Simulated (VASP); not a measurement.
# AlN (P6_3mc) in VASP: band structure with PBE

Aim: the band structure of AlN with PBE.

Program: VASP 6.6.1. These are calculated values, not measurements. Logs are shortened: lines on timing, memory, paths and dates and some standing lists are left out, and cuts for length are marked.

## 1. Starting point

The structure is hexagonal, space group P6_3mc (No. 186). The conventional cell has a = 3.128 Å, b = 3.128 Å, c = 5.016 Å, α = 90.00°, β = 90.00°, γ = 120.00°. Al (site symmetry 3m) has 4 N at 1.90 to 1.91 Å as nearest neighbours. Around N (site symmetry 3m) lie 4 Al at 1.90 to 1.91 Å.

## 2. Band structure, PBE

POSCAR reads:

```
AlN                                     
1.0
    3.1283790023      0.0000000000      0.0000000000
   -1.5641895012      2.7092556867      0.0000000000
    0.0000000000      0.0000000000      5.0163413357
  Al              N             
     2     2
Direct
     0.3333333300000021    0.6666666699999979    0.9992479748029410
     0.6666666699999979    0.3333333300000021    0.4992479748029410
     0.3333333300000021    0.6666666699999979    0.3807520251970615
     0.6666666699999979    0.3333333300000021    0.8807520251970615
```

INCAR.step1 reads:

```
PREC     = Accurate       # precision mode
ENCUT    = 520            # plane-wave cutoff, eV
EDIFF    = 1E-7           # SCF threshold, eV
ISMEAR   = 0              # smearing method
SIGMA    = 0.02           # smearing width, eV
LREAL    = False          # projectors in reciprocal space
LASPH    = True           # aspherical terms in the spheres
NELM     = 60             # most SCF steps
ALGO     = Normal         # electronic algorithm
ISIF     = 2              # what is computed and relaxed
LWAVE    = False          # write WAVECAR
LCHARG   = True           # write CHGCAR
GGA      = PE             # functional
NBANDS   = 16             # bands
```

KPOINTS.step1 reads:

```
Automatic mesh
0
Gamma
  6 6 2
```

INCAR.step2 reads:

```
PREC     = Accurate       # precision mode
ENCUT    = 520            # plane-wave cutoff, eV
EDIFF    = 1E-7           # SCF threshold, eV
ISMEAR   = 0              # smearing method
SIGMA    = 0.05           # smearing width, eV
LREAL    = False          # projectors in reciprocal space
LASPH    = True           # aspherical terms in the spheres
NELM     = 60             # most SCF steps
ALGO     = Normal         # electronic algorithm
ISIF     = 2              # what is computed and relaxed
LWAVE    = False          # write WAVECAR
LCHARG   = False          # write CHGCAR
GGA      = PE             # functional
NBANDS   = 16             # bands
ICHARG   = 11             # starting density
```

KPOINTS.step2 reads:

```
path GMKGALHA,LM,KH
10
line-mode
reciprocal
 0.0000000000  0.0000000000  0.0000000000  G
 0.5000000000  0.0000000000  0.0000000000  M

 0.5000000000  0.0000000000  0.0000000000  M
 0.3333333333  0.3333333333  0.0000000000  K

 0.3333333333  0.3333333333  0.0000000000  K
 0.0000000000  0.0000000000  0.0000000000  G

 0.0000000000  0.0000000000  0.0000000000  G
 0.0000000000  0.0000000000  0.5000000000  A

 0.0000000000  0.0000000000  0.5000000000  A
 0.5000000000  0.0000000000  0.5000000000  L

 0.5000000000  0.0000000000  0.5000000000  L
 0.3333333333  0.3333333333  0.5000000000  H

 0.3333333333  0.3333333333  0.5000000000  H
 0.0000000000  0.0000000000  0.5000000000  A

 0.5000000000  0.0000000000  0.5000000000  L
 0.5000000000  0.0000000000  0.0000000000  M

 0.3333333333  0.3333333333  0.0000000000  K
 0.3333333333  0.3333333333  0.5000000000  H
```

Potentials or basis: VASP PAW PBE potentials, release 64 (Al, N).

Run with:

```console
cat potpaw_PBE.64/Al/POTCAR potpaw_PBE.64/N/POTCAR > POTCAR
cp INCAR.step1 INCAR
cp KPOINTS.step1 KPOINTS
mpirun -np 1 vasp_std > vasp.out
cp INCAR.step2 INCAR
cp KPOINTS.step2 KPOINTS
mpirun -np 1 vasp_std > vasp.out
```

OUTCAR:

```text
PREC = Accurate
   ENCUT = 520
   EDIFF = 1E-7
   ISMEAR = 0
   LREAL = False
   LASPH = True
   NELM = 60
   ISIF = 2
   GGA = PE
   ICHARG = 11

 ion  position               nearest neighbor table
   1  0.333  0.667  0.999-   4 1.90   4 1.90   4 1.90   3 1.91   2 3.09   2 3.09   2 3.09   2 3.09
                             2 3.09   2 3.09
   2  0.667  0.333  0.499-   3 1.90   3 1.90   3 1.90   4 1.91   1 3.09   1 3.09   1 3.09   1 3.09
                             1 3.09   1 3.09
   3  0.333  0.667  0.381-   2 1.90   2 1.90   2 1.90   1 1.91
   4  0.667  0.333  0.881-   1 1.90   1 1.90   1 1.90   2 1.91

  LATTYP: Found a hexagonal cell.
 ALAT       =     3.1283790023
 C/A-ratio  =     1.6034953987

  Lattice vectors:

 A1 = (   3.1283790023,   0.0000000000,   0.0000000000)
 A2 = (  -1.5641895012,   2.7092556867,   0.0000000000)
 A3 = (   0.0000000000,   0.0000000000,   5.0163413357)

Analysis of symmetry for initial positions (statically):
=====================================================================
 Subroutine PRICEL returns:
 Original cell was already a primitive cell.

 Routine SETGRP: Setting up the symmetry group for a
 hexagonal supercell.

 Subroutine GETGRP returns: Found 12 space group operations
 (whereof  6 operations were pure point group operations)
 out of a pool of 24 trial point group operations.

The static configuration has the point symmetry C_3v.
 The point group associated with its full space group is C_6v.

Analysis of symmetry for dynamics (positions and initial velocities):
=====================================================================
 Subroutine PRICEL returns:
 Original cell was already a primitive cell.

 Routine SETGRP: Setting up the symmetry group for a
 hexagonal supercell.

 Subroutine GETGRP returns: Found 12 space group operations
 (whereof  6 operations were pure point group operations)
 out of a pool of 24 trial point group operations.

The dynamic configuration has the point symmetry C_3v.
 The point group associated with its full space group is C_6v.

 Subroutine INISYM returns: Found 12 space group operations
 (whereof  6 operations are pure point group operations),
 and found     1 'primitive' translations

----------------------------------------------------------------------------------------

                                     Primitive cell

  volume of cell :      42.5164

  direct lattice vectors                    reciprocal lattice vectors
     3.128379002  0.000000000  0.000000000     0.319654364  0.184552533  0.000000000
    -1.564189501  2.709255687  0.000000000     0.000000000  0.369105066  0.000000000
     0.000000000  0.000000000  5.016341336     0.000000000  0.000000000  0.199348476

  length of vectors
     3.128379002  3.128379001  5.016341336     0.369105066  0.369105066  0.199348476

  position of ions in fractional coordinates (direct lattice)
     0.333333330  0.666666670  0.999247975
     0.666666670  0.333333330  0.499247975
     0.333333330  0.666666670  0.380752025
     0.666666670  0.333333330  0.880752025

  ion indices of the primitive-cell ions
   primitive index   ion index
                 1           1
                 2           2
                 3           3
                 4           4

----------------------------------------------------------------------------------------

 KPOINTS: path GMKGALHA,LM,KH

Interpolating k-points between supplied coordinates.

 Line segments in fractional coordinates (reciprocal lattice):
    0.000000  0.000000  0.000000  ...  0.500000  0.000000  0.000000
    0.500000  0.000000  0.000000  ...  0.333333  0.333333  0.000000
    0.333333  0.333333  0.000000  ...  0.000000  0.000000  0.000000
    0.000000  0.000000  0.000000  ...  0.000000  0.000000  0.500000
    0.000000  0.000000  0.500000  ...  0.500000  0.000000  0.500000
    0.500000  0.000000  0.500000  ...  0.333333  0.333333  0.500000
    0.333333  0.333333  0.500000  ...  0.000000  0.000000  0.500000
    0.500000  0.000000  0.500000  ...  0.500000  0.000000  0.000000
    0.333333  0.333333  0.000000  ...  0.333333  0.333333  0.500000

 Generated    10 points on each line segment, for a total of     90 k-points:

 Following reciprocal coordinates:
            Coordinates               Weight
  0.000000  0.000000  0.000000      0.011111
  0.055556  0.000000  0.000000      0.011111
  0.111111  0.000000  0.000000      0.011111
  0.166667  0.000000  0.000000      0.011111
  0.222222  0.000000  0.000000      0.011111
  0.277778  0.000000  0.000000      0.011111
[... 16 lines left out ...]
  0.259259  0.259259  0.000000      0.011111
  0.222222  0.222222  0.000000      0.011111
 [... further k-points ...]
   k-points           NKPTS =     90   k-points in BZ     NKDIM =     90   number of bands    NBANDS=     16
   number of dos      NEDOS =    301   number of ions     NIONS =      4
   total plane-waves  NPLWV =  23040
   dimension x,y,z NGX =    24 NGY =   24 NGZ =   40
   dimension x,y,z NGXF=    48 NGYF=   48 NGZF=   80
   ions per type =               2   2
   NGX,Y,Z   is equivalent  to a cutoff of  12.75, 12.75, 13.26 a.u.
   NGXF,Y,Z  is equivalent  to a cutoff of  25.51, 25.51, 26.51 a.u.
 SYSTEM =  unknown system
   PREC   = accura    normal or accurate (medium, high low for compatibility)
   ISTART =      0    job   : 0-new  1-cont  2-samecut
   ICHARG =     11    charge: 1-file 2-atom 10-const
   ISPIN  =      1    spin polarized calculation?
   LNONCOLLINEAR =      F non collinear calculations
   LSORBIT =      F    spin-orbit coupling
   LASPH  =      T    aspherical Exc in radial PAW
   ENCUT  =  520.0 eV  38.22 Ry    6.18 a.u.   5.82  5.82  9.33*2*pi/ulx,y,z
   NELM   =     60;   NELMIN=  2; NELMDL=  0     # of ELM steps
   EDIFF  = 0.1E-06   stopping-criterion for ELM
   LREAL  =      F    real-space projection
   EDIFFG = 0.1E-05   stopping-criterion for IOM
   NSW    =      0    number of steps for IOM
   IBRION =     -1    ionic relax: 0-MD 1-quasi-New 2-CG
   NFREE  =      0    steps in history (QN), initial steepest desc. (CG)
   ISIF   =      2    stress and relaxation
   ISYM   =      2    0-nonsym 1-usesym 2-fastsym
   POTIM  = 0.5000    time-step for ionic-motion
   TEBEG  =    0.0;   TEEND  =   0.0 temperature during run
   PSTRESS=    0.0 pullay stress
   NELECT =      16.0000    total number of electrons
   NUPDOWN=      -1.0000    fix difference up-down
   EMIN   =  10.00;   EMAX   =-10.00  energy-range for DOS
   EFERMI =   0.00;   METHOD = LEGACY
   ISMEAR =     0;   SIGMA  =   0.05  broadening in eV -4-tet -1-fermi 0-gaus
   EFERMI_NEDOS =   21; number of points for ismear=-14 and -15
   IALGO  =     38    algorithm
   IMIX   =      4    mixing-type and parameters
     AMIX     =   0.40;   BMIX     =  1.00
     AMIX_MAG =   1.60;   BMIX_MAG =  1.00
  volume/ion in A,a.u.               =      10.63        71.73
  Fermi-wavevector in a.u.,A,eV,Ry     =   1.181942  2.233546 19.007147  1.396986
  Thomas-Fermi vector in A             =   2.318205
   LORBIT       =      0    0 simple, 1 ext, 2 COOP (PROOUT), +10 PAW based schemes
   GGA     = PE    functional components
   LHFCALC =     F    Hartree Fock is set to
   AEXX    =    0.0000 exact exchange contribution
   IVDW    =     0    specifies the selected vdW correction
   LEPSILON=     F    determine dielectric tensor
   LRPA    =     F    only Hartree local field effects (RPA)
 non-spin polarized calculation
 Gauss-broadening in eV      SIGMA  =   0.05
  energy-cutoff  :      520.00
  volume of cell :       42.52
 maximum number of plane-waves:      1170
 NGX is ok and might be reduce to    24

 number of electron      15.9999998 magnetization

 Free energy of the ion-electron system (eV)
  ---------------------------------------------------
  ext. energy  EPLUGINS =         0.00000000
  ---------------------------------------------------
  free energy    TOTEN  =       -29.05572927 eV

  energy without entropy =      -29.05572927  energy(sigma->0) =      -29.05572927

 E-fermi :   6.2249     XC(G=0): -10.8334

 val. band max:        5.9779094151   @ k =   0.0000   0.0000   0.0000
 cond. band min:      10.0351944774   @ k =   0.0000   0.0000   0.0000
 fundamental gap:      4.0572850622
 Fermi energy:         6.2248829148

 k-point     1 :       0.0000    0.0000    0.0000
  band No.  band energies     occupation
      1      -9.0972      2.00000
      2      -7.0108      2.00000
      3       0.0658      2.00000
      4       5.1346      2.00000
      5       5.1346      2.00000
      6       5.7769      2.00000
[... 8 lines left out ...]
     15      18.9599      0.00000
     16      18.9599      0.00000

 k-point     2 :       0.0556    0.0000    0.0000
  band No.  band energies     occupation
      1      -9.0585      2.00000
      2      -6.9886      2.00000
      3       0.1121      2.00000
      4       4.9473      2.00000
      5       5.0814      2.00000
      6       5.5789      2.00000
[... 8 lines left out ...]
     15      18.9549      0.00000
     16      19.0106      0.00000

 k-point     3 :       0.1111    0.0000    0.0000
  band No.  band energies     occupation
      1      -8.9438      2.00000
      2      -6.9248      2.00000
      3       0.2501      2.00000
      4       4.4371      2.00000
      5       4.9406      2.00000
      6       5.0965      2.00000
[... 8 lines left out ...]
     15      18.8288      0.00000
     16      18.9944      0.00000

 k-point     4 :       0.1667    0.0000    0.0000
  band No.  band energies     occupation
      1      -8.7576      2.00000
      2      -6.8271      2.00000
      3       0.4763      2.00000
      4       3.7295      2.00000
      5       4.4895      2.00000
      6       4.7491      2.00000
[... 8 lines left out ...]
     15      18.2160      0.00000
     16      18.6732      0.00000
[... 324 lines left out ...]
 k-point    22 :       0.2963    0.2963    0.0000
  band No.  band energies     occupation
      1      -6.8735      2.00000
      2      -6.5183      2.00000
      3       1.2364      2.00000
      4       2.0408      2.00000
      5       2.5293      2.00000
      6       3.1803      2.00000
[... 8 lines left out ...]
     15      18.7009      0.00000
     16      20.1837      0.00000

 k-point    23 :       0.2593    0.2593    0.0000
  band No.  band energies     occupation
      1      -7.1814      2.00000
      2      -6.4350      2.00000
      3       1.3695      2.00000
      4       1.9326      2.00000
      5       2.6414      2.00000
      6       3.0170      2.00000
[... 8 lines left out ...]
     15      18.1134      0.00000
     16      20.3846      0.00000

 k-point    24 :       0.2222    0.2222    0.0000
  band No.  band energies     occupation
      1      -7.5553      2.00000
      2      -6.4324      2.00000
      3       1.7287      2.00000
      4       1.9880      2.00000
      5       2.1170      2.00000
      6       3.5505      2.00000
[... 8 lines left out ...]
     15      18.0516      0.00000
     16      20.4968      0.00000

 [... further k-points ...]

------------------------ aborting loop because EDIFF is reached ----------------------------------------

  FORCE on cell =-STRESS in cart. coord.  units (eV):
  Direction    XX          YY          ZZ          XY          YZ          ZX
  --------------------------------------------------------------------------------------
  -------------------------------------------------------------------------------------
  Total        1.5982225      1.5982225      1.0642045     -0.0000000      0.0000000      0.0000000
  in kB       60.2270212     60.2270211     40.1032198     -0.0000000      0.0000000      0.0000000
  external PRESSURE =      53.5190873 kB  Pullay stress =       0.0000000 kB

 VOLUME and BASIS-vectors are now :
 -----------------------------------------------------------------------------
  energy-cutoff  :      520.00
  volume of cell :       42.52
      direct lattice vectors                 reciprocal lattice vectors
     3.128379002  0.000000000  0.000000000     0.319654364  0.184552533  0.000000000
    -1.564189501  2.709255687  0.000000000     0.000000000  0.369105066  0.000000000
     0.000000000  0.000000000  5.016341336     0.000000000  0.000000000  0.199348476

 POSITION                                       TOTAL-FORCE (eV/Angst)
 -----------------------------------------------------------------------------------
     -0.00000      1.80617      5.01257         0.000000      0.000000     -0.171367
      1.56419      0.90309      2.50440         0.000000      0.000000     -0.171367
     -0.00000      1.80617      1.90998         0.000000     -0.000000      0.171367
      1.56419      0.90309      4.41815        -0.000000      0.000000      0.171367
 -----------------------------------------------------------------------------------
    total drift:                               -0.000009      0.000005     -0.007860

  FREE ENERGIE OF THE ION-ELECTRON SYSTEM (eV)
  ---------------------------------------------------
  free  energy   TOTEN  =       -29.0557292733 eV

  energy  without entropy=      -29.0557292733  energy(sigma->0) =      -29.05572927
```

Run time: 33 s. Hardware: 1 thread of Intel Xeon Platinum 8488C (Sapphire Rapids), shared host; peak memory 0.18 GiB.

Results:

| Item | Value |
| --- | --- |
| Band gap on the k mesh | 4.06 eV, direct |
| Band gap along the path | 4.06 eV, direct |

Levels at the corners of the path, in eV from the valence-band top:
| point | band 4 | band 5 | band 6 | band 7 | band 8 | band 9 | band 10 | band 11 | band 12 | band 13 |
| --- | --- | --- | --- | --- | --- | --- | --- | --- | --- | --- |
| Γ | -0.84 | -0.84 | -0.20 | -0.20 | 0.00 | 4.06 | 6.52 | 10.47 | 11.04 | 11.04 |
| M | -4.12 | -3.30 | -2.05 | -1.74 | -0.68 | 5.76 | 5.77 | 8.04 | 10.15 | 10.82 |
| M | -4.12 | -3.30 | -2.05 | -1.74 | -0.68 | 5.76 | 5.77 | 8.04 | 10.15 | 10.82 |
| K | -3.76 | -3.76 | -2.41 | -2.35 | -2.35 | 5.05 | 8.28 | 9.56 | 9.56 | 11.32 |
| K | -3.76 | -3.76 | -2.41 | -2.35 | -2.35 | 5.05 | 8.28 | 9.56 | 9.56 | 11.32 |
| Γ | -0.84 | -0.84 | -0.20 | -0.20 | 0.00 | 4.06 | 6.52 | 10.47 | 11.04 | 11.04 |
| Γ | -0.84 | -0.84 | -0.20 | -0.20 | 0.00 | 4.06 | 6.52 | 10.47 | 11.04 | 11.04 |
| A | -3.30 | -0.53 | -0.53 | -0.53 | -0.53 | 6.32 | 6.32 | 10.18 | 10.18 | 11.36 |
| A | -3.30 | -0.53 | -0.53 | -0.53 | -0.53 | 6.32 | 6.32 | 10.18 | 10.18 | 11.36 |
| L | -5.53 | -1.44 | -1.44 | -1.35 | -1.35 | 5.25 | 5.25 | 9.15 | 9.15 | 11.61 |
| L | -5.53 | -1.44 | -1.44 | -1.35 | -1.35 | 5.25 | 5.25 | 9.15 | 9.15 | 11.61 |
| H | -4.78 | -3.79 | -3.79 | -0.79 | -0.79 | 7.36 | 7.36 | 7.72 | 7.72 | 11.70 |
| H | -4.78 | -3.79 | -3.79 | -0.79 | -0.79 | 7.36 | 7.36 | 7.72 | 7.72 | 11.70 |
| A | -3.30 | -0.53 | -0.53 | -0.53 | -0.53 | 6.32 | 6.32 | 10.18 | 10.18 | 11.36 |
| L | -5.53 | -1.44 | -1.44 | -1.35 | -1.35 | 5.25 | 5.25 | 9.15 | 9.15 | 11.61 |
| M | -4.12 | -3.30 | -2.05 | -1.74 | -0.68 | 5.76 | 5.77 | 8.04 | 10.15 | 10.82 |
| K | -3.76 | -3.76 | -2.41 | -2.35 | -2.35 | 5.05 | 8.28 | 9.56 | 9.56 | 11.32 |
| H | -4.78 | -3.79 | -3.79 | -0.79 | -0.79 | 7.36 | 7.36 | 7.72 | 7.72 | 11.70 |

Caveat: the k mesh is coarse (spacing up to 0.63 Å⁻¹), so the values aren't converged; the log is that of the step along the path at fixed density, whose energy, stress, charges and moments have no meaning.
